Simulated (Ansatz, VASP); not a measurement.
# Nb (free-standing square Nb monolayer, spacing 2.603 A) in two plane-wave programs

Aim: how closely do two programs agree when they are given the same cell, functional and k mesh?

Calculated with Ansatz 0.2.0; plane waves, with VASP 6.6.1 beside it; single point at PBE.

## (1) The starting structure

The cell holds 1 atom: 1 Nb. Cell: a = 2.603 Å, b = 2.603 Å, c = 14.000 Å, α = 90.0°, β = 90.0°, γ = 90.0°. Model lattice. Vacuum lies along c.

## (2) Ansatz: single point, PBE

Ansatz runs on its default PAW (the set named soft_2) files.

With cell and atoms fixed, the geometry can't cause a difference; cores, projectors, grids and the points listed under the comparison can.

input.yaml reads:

```yaml
crystal:
  lattice:
    - [2.603, 0.0, 0.0]
    - [0.0, 2.603, 0.0]
    - [0.0, 0.0, 14.0]
  atoms:
    - { symbol: Nb, position: [0.0, 0.0, 0.5], spin: 1.0 }
hamiltonian:
  xc: pbe
  pseudopotentials: { kind: paw }
magnetization:
  spin_polarized: true
kpoints:
  mp_grid: { grid: [13, 13, 1] }
scf:
  occupations: { method: gaussian, width: 0.05 }
  n_extra_bands: 6
output:
  forces: true
  eigenvalues: true
```

Started as:

```console
$ ansatz run input.yaml --threads 2 --pin off --max-ram 4608MiB --backend cpu --events-out ev --progress --plain --runs-dir out
```

Numbers of over 12 decimals in the logs are rounded to 6 here.

The program printed:

```text
scf.n_extra_bands = 6 over 7 filled bands (N_el = 13.0): the run solves 13 bands
Engine: ansatz 0.2.0, aarch64-unknown-linux-gnu
Pseudopotentials: kind: paw
Pseudopotential: Nb, paw, valence charge 13, recommended cutoff 420 eV (normal), Nb.paw.azcp
Functional definition: PBE
  parameter kappa = 0.804
  parameter beta = 0.066725
  exchange = pbe_x(kappa = kappa, mu = beta*pi^2/3)
  correlation = pbe_c(beta = beta)
Crystal: 1 atoms, lattice volume = 94.859 Å³
Basis set: ecut = 420 eV, 1891 PW (Γ), exchange–correlation on 36×36×192 points (8 copies of the dense FFT grid, shifted against one another)
Bands: 13, of which v1, the nominal top of the filled ones, is band 7 counted from 1 (6 counted from 0)
Symmetry: 16 space group operations
Space group: P4/mmm (ITA 123), of the structure as read, at distance tolerance 4.6e-5 Å
Magnetic group: BNS 123.339 (UNI 999), of the structure as read, at distance tolerance 4.6e-5 Å
k-points: 28 of 169
Non-local potential: Nb, projectors of the file, l = 0: 3, l = 1: 2, l = 2: 2, l = 3: 1
PAW form: soft (Blöchl's): semilocal exchange-correlation on the pseudo side does not see the compensation charge
PAW one-centre angular grid: Nb, 590 points (default); XC on 64 Gauss nodes
Initial density: superposition of atomic densities (neutral atoms: chi_scale 0, normalization atom)
Starting moments: Σ|m| = 1 μB on 1 of 1 site
Initial wavefunctions: pseudopotential atomic-orbital guess
Functional: x = pbe(κ = 0.804, μ = 0.219515), c = pbe(β = 0.066725)
SCF iter   1: F=—  HF=-4550.318278 eV  |F-HF|=—  |Δ(HF+E_count)|=         —  Δρ=2.10e-2 (↑2.10e-2 ↓1.60e-2)  dr2=1.22e0  dr2_m=1.04e-1  M=0.305 μB ∫|m|=0.305 μB  β_m=0.30  ethr=3.10e-3  ⟨swp⟩=6.7  Hψ=4811  notcnv=0
Mixer restart at iter 1: flushing history
preconditioner: auto → none  [insulator: Δε(μ)=0.074 eV  Ē_g=6.905 eV  σ=0.050 eV  W_gap=0.53  n_scr=8 (ndim 8)  ℏωp=8.5 eV  f_vac=0.622  D(μ)=2.00/eV (n_scr^D=8)  ε∞_Penn≈2.5]
SCF iter   2: F=—  HF=-4549.975079 eV  |F-HF|=—  |Δ(HF+E_count)|=   3.43e-1  Δρ=1.30e-2 (↑1.30e-2 ↓9.83e-3)  dr2=3.53e-1  dr2_m=4.80e-2  M=0.316 μB ∫|m|=0.316 μB  β_m=0.48  ethr=3.10e-3  ⟨swp⟩=2.9  Hψ=1655  notcnv=0  defer=30
SCF iter   3: F=—  HF=-4549.855307 eV  |F-HF|=—  |Δ(HF+E_count)|=   1.20e-1  Δρ=4.62e-3 (↑4.33e-3 ↓4.62e-3)  dr2=7.76e-3  dr2_m=1.31e-2  M=0.189 μB ∫|m|=0.189 μB  β_m=0.70  ethr=2.72e-3  ⟨swp⟩=2.6  Hψ=1240  notcnv=0  defer=115
SCF iter   4: F=—  HF=-4549.855349 eV  |F-HF|=—  |Δ(HF+E_count)|=   4.13e-5  Δρ=1.18e-3 (↑1.18e-3 ↓8.33e-4)  dr2=1.19e-3  dr2_m=6.65e-4  M=0.175 μB ∫|m|=0.175 μB  β_m=0.74  ethr=5.97e-5  ⟨swp⟩=2.2  Hψ=1615  notcnv=0  defer=112
SCF iter   5: F=—  HF=-4549.855153 eV  |F-HF|=—  |Δ(HF+E_count)|=   1.96e-4  Δρ=4.68e-4 (↑4.68e-4 ↓2.05e-4)  dr2=2.70e-4  dr2_m=7.04e-5  M=0.169 μB ∫|m|=0.169 μB  β_m=0.64  ethr=9.19e-6  ⟨swp⟩=2.5  Hψ=1286  notcnv=0  defer=110
SCF iter   6: F=—  HF=-4549.855060 eV  |F-HF|=—  |Δ(HF+E_count)|=   9.25e-5  Δρ=7.82e-5 (↑7.82e-5 ↓3.12e-5)  dr2=6.16e-6  dr2_m=1.79e-6  M=0.169 μB ∫|m|=0.169 μB  β_m=0.82  ethr=2.07e-6  ⟨swp⟩=2.3  Hψ=991  notcnv=0  defer=110
SCF iter   7: F=—  HF=-4549.855025 eV  |F-HF|=—  |Δ(HF+E_count)|=   3.54e-5  Δρ=1.14e-5 (↑1.14e-5 ↓1.06e-5)  dr2=4.59e-8  dr2_m=9.64e-8  M=0.168 μB ∫|m|=0.168 μB  β_m=0.91  ethr=4.74e-8  ⟨swp⟩=2.3  Hψ=1083  notcnv=0  defer=110
SCF iter   8: F=—  HF=-4549.855025 eV  |F-HF|=—  |Δ(HF+E_count)|=   5.61e-7  Δρ=4.26e-6 (↑4.26e-6 ↓4.09e-6)  dr2=4.84e-9  dr2_m=1.36e-8  M=0.167 μB ∫|m|=0.167 μB  β_m=0.95  ethr=3.53e-10  ⟨swp⟩=3.0  Hψ=1231  notcnv=0  defer=110
SCF iter   9: F=—  HF=-4549.855026 eV  |F-HF|=—  |Δ(HF+E_count)|=   7.97e-8  Δρ=1.45e-6 (↑1.42e-6 ↓1.45e-6)  dr2=4.51e-10  dr2_m=1.71e-9  M=0.167 μB ∫|m|=0.167 μB  β_m=0.98  ethr=3.72e-11  ⟨swp⟩=3.1  Hψ=1213  notcnv=0  defer=110
SCF iter  10: F=—  HF=-4549.855026 eV  |F-HF|=—  |Δ(HF+E_count)|=   1.19e-8  Δρ=2.20e-7 (↑2.04e-7 ↓2.20e-7)  dr2=1.88e-11  dr2_m=2.98e-11  M=0.167 μB ∫|m|=0.167 μB  β_m=0.99  ethr=3.47e-12  ⟨swp⟩=3.0  Hψ=1251  notcnv=0  defer=110
SCF iter  11: F=-4549.855026 eV  HF=-4549.855026 eV  |F-HF|=7.28e-12  |Δ(HF+E_count)|=  1.69e-10  Δρ=2.69e-8 (↑2.69e-8 ↓1.82e-8)  dr2=3.66e-12  dr2_m=2.04e-13  M=0.167 μB ∫|m|=0.167 μB  ethr=1.00e-12  ⟨swp⟩=7.4  Hψ=3636  notcnv=0
SCF 1 converged in 11 iterations: F = -4549.855026 eV  dr2 = 3.66e-12
  greatest PAW one-centre occupation: 0.998 electrons in one spin orbital (limit 2), on the Nb atom at site 0 (counted from 0), in its partial waves of l = 0
SCF converged after 11 iterations
Magnetization: 0.1669 μB (6.5835 up, 6.4165 down)
Absolute magnetization: 0.1669 μB (∫|ρ↑−ρ↓|, with the PAW one-centre terms)
Spin contamination: 0.0005 ħ² per cell (⟨S²⟩ above its minimum at these occupations)
Per-site moments (μB) at R_I (Å): [(0.071874, 1.073738)]
Free energy (F): -4549.855026 eV
Harris-Foulkes:  -4549.855026 eV  (|F-HF|=7.28e-12)
Internal energy: -4549.853115 eV  (E = F + TS)
E sigma→0 (E₀):  -4549.854070 eV
Entropy (-TS):   -0.001911 eV (-1.911 meV/atom)
Fermi energy:    -0.137860 eV
--- Per-component energies (eV) ---
  E_band       = -302.425660
  E_kinetic    = 393.637752
  E_local      = -4756.500447  (includes V_loc(G=0)·N_el)
  E_nonlocal   = 122.850407
  E_hartree    = 2128.129450
  E_xc         = -173.358237
  E_vxc        = -210.010190  (∫ρ·V_xc dr)
  E_paw        = -3074.230343  (= ΣΔE_a)
  E_vpaw       = -108.661959  (= ΣTr[D̂ρ^β])
  E_aug_tail   = 0.000007  (compensation charges beyond the density's cutoff)
  E_ewald      = 809.618297
  E_smearing   = -0.001911  (= −TS)
  E_closure    = 0.000000  (closes the sum)
  Σ components = -4549.855026   (vs F -4549.855026, Δ=0.00e0)
--- Forces (eV/Å), atoms counted from 1 ---
  atom   1  Nb     0.00000000     0.00000000     0.00000000
  max |Σ_I F_I| component: 2.17e-28 eV/Å
--- Band table (eV; the first three rows and the last of 56) ---
  k-point 0 ↑: bands = [... 3 lower, -29.9357, -4.2694, -3.0689, -1.3592, 0.3880, 3.5892, 3.5892, 3.9593, ... 2 higher]
  k-point 1 ↑: bands = [... 3 lower, -29.9251, -4.0565, -2.8642, -1.2566, 0.2922, 3.3489, 3.6233, 4.0854, ... 2 higher]
  k-point 2 ↑: bands = [... 3 lower, -29.8954, -3.5934, -2.1687, -0.9289, -0.0823, 3.1371, 3.7193, 4.4628, ... 2 higher]
  k-point 27 ↓: bands = [... 3 lower, -30.5569, -4.0584, -0.6816, -0.6181, 2.8290, 7.4138, 8.3322, 9.5251, ... 2 higher]
```

Elapsed: 3 s, on 2 threads of Arm Neoverse V1, shared host; peak memory 0.34 GiB.

## (3) VASP: single point, PBE

The same cell, functional, mesh and smearing now go to VASP, with its own data sets and cutoff.

Lines of VASP's logs that name or quote its potential files are left out, and so is its time.

INCAR reads:

```
SYSTEM = Nb
PREC = Normal
ENCUT = 350
EDIFF = 1E-07
NELM = 150
ISMEAR = 0
SIGMA = 0.05
LREAL = .FALSE.
ALGO = Normal
GGA = PE
NBANDS = 12
ISPIN = 2
MAGMOM = 1
LASPH = .TRUE.
LMAXMIX = 4
LORBIT = 11
LWAVE = .FALSE.
LCHARG = .TRUE.
KPAR = 4
AMIX = 0.2
BMIX = 1E-04
AMIX_MAG = 0.8
BMIX_MAG = 1E-04
```

POSCAR reads:

```
Nb
1.0
    2.6030000000      0.0000000000      0.0000000000
    0.0000000000      2.6030000000      0.0000000000
    0.0000000000      0.0000000000     14.0000000000
Nb
1
Direct
    0.0000000000      0.0000000000      0.5000000000
```

KPOINTS reads:

```
Automatic mesh
0
Gamma
13 13 1
0 0 0
```

Potentials, in the order of the species: Nb_pv (PBE family, release 64).

Started as:

```console
$ mpirun -np 4 vasp_std
```

The program printed:

```text
[banner, memory and clock lines left out]
running    4 mpi-ranks, on    1 nodes
 distrk:  each k-point on    1 cores,    4 groups
 distr:  one band on    1 cores,    1 groups

 POSCAR found type information on POSCAR Nb
 POSCAR found :  1 types and       1 ions
 LDA part: xc-table for (Slater+PW92), standard interpolation
 POSCAR, INCAR and KPOINTS ok, starting setup
 FFT: planning ... GRIDC
 FFT: planning ... GRID_SOFT
 FFT: planning ... GRID
 WAVECAR not read
 entering main loop
       N       E                     dE             d eps       ncg     rms          rms(c)
DAV:   1     0.365291752531E+02    0.36529E+02   -0.52034E+03  1776   0.533E+02
DAV:   2    -0.552291357423E+01   -0.42052E+02   -0.38363E+02  1596   0.187E+02
DAV:   3    -0.791990355409E+01   -0.23970E+01   -0.22223E+01  1896   0.349E+01
DAV:   4    -0.802079004179E+01   -0.10089E+00   -0.10054E+00  1764   0.708E+00
DAV:   5    -0.802234665801E+01   -0.15566E-02   -0.15556E-02  1936   0.721E-01    0.135E+01
DAV:   6    -0.786387835097E+01    0.15847E+00   -0.13108E-01  1948   0.267E+00    0.989E+00
DAV:   7    -0.766521260855E+01    0.19867E+00   -0.68697E-01  1844   0.612E+00    0.217E+00
DAV:   8    -0.766823523472E+01   -0.30226E-02   -0.31321E-02  1996   0.170E+00    0.560E-01
DAV:   9    -0.766492645704E+01    0.33088E-02   -0.85110E-03  1916   0.463E-01    0.295E-01
DAV:  10    -0.766435864064E+01    0.56782E-03   -0.59700E-04  1656   0.223E-01    0.183E-01
DAV:  11    -0.766407010599E+01    0.28853E-03   -0.22259E-03  1752   0.446E-01    0.485E-02
DAV:  12    -0.766417540603E+01   -0.10530E-03   -0.51613E-05  1572   0.558E-02    0.456E-02
DAV:  13    -0.766438898904E+01   -0.21358E-03   -0.55753E-04  1604   0.117E-01    0.228E-02
DAV:  14    -0.766441129611E+01   -0.22307E-04   -0.19571E-04  1900   0.725E-02    0.148E-02
DAV:  15    -0.766443359350E+01   -0.22297E-04   -0.50901E-05  1472   0.475E-02    0.953E-03
DAV:  16    -0.766443334084E+01    0.25265E-06   -0.10084E-06  1680   0.897E-03    0.651E-03
DAV:  17    -0.766443611223E+01   -0.27714E-05   -0.37336E-06  1480   0.116E-02    0.127E-03
DAV:  18    -0.766443629046E+01   -0.17823E-06   -0.98642E-08  1600   0.239E-03    0.789E-04
DAV:  19    -0.766443631022E+01   -0.19757E-07   -0.54482E-08  1088   0.139E-03
   1 F= -.76644363E+01 E0= -.76634608E+01  d E =-.195112E-02  mag=     0.1560
```

Parts of OUTCAR (step 3):

```text
ion  position               nearest neighbor table
   1  0.000  0.000  0.500-

  LATTYP: Found a simple tetragonal cell.
 ALAT       =     2.6030000000
 C/A-ratio  =     5.3784095275

 Subroutine GETGRP returns: Found 16 space group operations
 (whereof 16 operations were pure point group operations)

The static configuration has the point symmetry D_4h.

 Found     28 irreducible k-points:

   k-points           NKPTS =     28   k-points in BZ     NKDIM =     28   number of bands    NBANDS=     12

   dimension x,y,z NGX =    12 NGY =   12 NGZ =   64
   dimension x,y,z NGXF=    24 NGYF=   24 NGZF=  128

   ENCUT  =  350.0 eV  25.72 Ry    5.07 a.u.   3.97  3.97 21.36*2*pi/ulx,y,z

   NELECT =      11.0000    total number of electrons

 k-points in reciprocal lattice and weights: Automatic mesh
   0.00000000  0.00000000  0.00000000       0.006
   0.07692308  0.00000000  0.00000000       0.024
   0.15384615  0.00000000  0.00000000       0.024
   0.23076923  0.00000000  0.00000000       0.024
   0.30769231  0.00000000  0.00000000       0.024
   0.38461538  0.00000000  0.00000000       0.024
   0.46153846  0.00000000  0.00000000       0.024
   0.07692308  0.07692308  0.00000000       0.024
   0.15384615  0.07692308  0.00000000       0.047
[...]
0.46153846  0.38461538  0.00000000       0.047
   0.46153846  0.46153846  0.00000000       0.024

 average (electrostatic) potential at core
       1 -42.9601

 E-fermi :  -2.5760

 spin component 1
 k-point     1 :       0.0000    0.0000    0.0000
  band No.  band energies     occupation
    ...
      2     -32.4074      1.00000
      3     -32.4074      1.00000
      4      -6.7337      1.00000
      5      -5.5230      1.00000
      6      -3.8056      1.00000
      7      -2.0443      0.00000
      8       1.1313      0.00000
      9       1.1313      0.00000
     10       1.5375      0.00000
     11       2.4403      0.00000
    ...

 k-point     2 :       0.0769    0.0000    0.0000
  band No.  band energies     occupation
    ...
      2     -32.5336      1.00000
      3     -32.3968      1.00000
      4      -6.5196      1.00000
      5      -5.3155      1.00000
      6      -3.7020      1.00000
      7      -2.1403      0.00000
      8       0.9064      0.00000
      9       1.1654      0.00000
     10       1.6636      0.00000
     11       2.6959      0.00000
    ...

 k-point     3 :       0.1538    0.0000    0.0000
  band No.  band energies     occupation
    ...
      2     -32.8736      1.00000
      3     -32.3671      1.00000
      4      -6.0538      1.00000
      5      -4.6144      1.00000
      6      -3.3709      1.00000
      7      -2.5145      0.04098
      8       0.7107      0.00000
      9       1.2618      0.00000
     10       2.0408      0.00000
     11       2.3536      0.00000
    ...

 k-point     4 :       0.2308    0.0000    0.0000
  band No.  band energies     occupation
    ...
      3     -32.3250      1.00000
      4      -5.5696      1.00000
      5      -3.5710      1.00000
      6      -3.1775      1.00000
      7      -2.6630      0.99308
      8       0.9504      0.00000
      9       1.4011      0.00000
     10       1.4795      0.00000
     11       2.6661      0.00000
     12       3.9517      0.00000

 k-point     5 :       0.3077    0.0000    0.0000
  band No.  band energies     occupation
    ...
      2     -33.4401      1.00000
      3     -32.2799      1.00000
      4      -5.1109      1.00000
      5      -3.9023      1.00000
      6      -2.7256      0.99999
      7      -1.4140      0.00000
      8       0.6697      0.00000
      9       1.5539      0.00000
     10       1.5896      0.00000
     11       3.5336      0.00000
    ...

 k-point     6 :       0.3846    0.0000    0.0000
  band No.  band energies     occupation
      1     -34.1579      1.00000
      2     -33.3894      1.00000
      3     -32.2423      1.00000
      4      -4.7269      1.00000
      5      -4.4777      1.00000
      6      -1.9986      0.00000
      7      -0.3162      0.00000
      8       0.0653      0.00000
      9       1.6847      0.00000
     10       2.4835      0.00000
    ...

  Total       -0.4359394     -0.4359394     -0.0182905      0.0000000     -0.0000000      0.0000000
  in kB       -7.3630935     -7.3630935     -0.3089300      0.0000000     -0.0000000      0.0000000
  external PRESSURE =      -5.0117056 kB  Pullay stress =       0.0000000 kB

  energy-cutoff  :      350.00
  volume of cell :       94.86
      direct lattice vectors                 reciprocal lattice vectors
     2.603000000  0.000000000  0.000000000     0.384172109  0.000000000  0.000000000
     0.000000000  2.603000000  0.000000000     0.000000000  0.384172109  0.000000000
     0.000000000  0.000000000 14.000000000     0.000000000  0.000000000  0.071428571

 POSITION                                       TOTAL-FORCE (eV/Angst)
 -----------------------------------------------------------------------------------
      0.00000      0.00000      7.00000         0.000000      0.000000      0.000000
 -----------------------------------------------------------------------------------
    total drift:                                0.000000     -0.000000      0.000000

  FREE ENERGIE OF THE ION-ELECTRON SYSTEM (eV)
  ---------------------------------------------------
  free  energy   TOTEN  =        -7.6644363102 eV

  energy  without entropy=       -7.6624851906  energy(sigma->0) =       -7.66346075

 total charge
# of ion       s       p       d       tot
------------------------------------------
    1        0.409   6.152   3.243   9.803

 magnetization (x)
# of ion       s       p       d       tot
------------------------------------------
    1        0.006   0.011   0.080   0.097

[... 6 further parts left out ...]
```

## (4) Side by side

Known differences besides the potentials themselves: the data sets hold 13 valence electrons in Ansatz (default PAW (the set named soft_2) files) and 11 in VASP; the cutoff is 420 eV in Ansatz and 350 eV in VASP (PREC = Normal); site moments are counted in spheres of each program's own size. Total energies have different zeros and are not compared.

The two programs side by side:

| quantity | Ansatz | VASP | difference |
| --- | --- | --- | --- |
| total moment (μB) | 0.17 | 0.16 | +0.01 |
| moment on Nb1 (μB) | 0.07 | 0.10 | -0.03 |

## (5) Results

| Item | Value |
| --- | --- |
| difference in total moment (single point, PBE) | 0.011 μB |

**Reading.** The difference in total moment is 0.011 μB (single point, PBE). How closely two codes agree says nothing of how well the functional describes the real material.

[Lines on the potential files, build, host, timing and source positions are cut from VASP's logs without a mark.]

[Logs are printed without paths, hosts, clocks, repeated set-up lines and the standing remarks that a program may print on its own settings, such as how far it seeks lower states.]

[Hosts, paths, dates, database ids (printed as entryN), source tags and the programs' standing remarks are cut or masked in the printed files.]
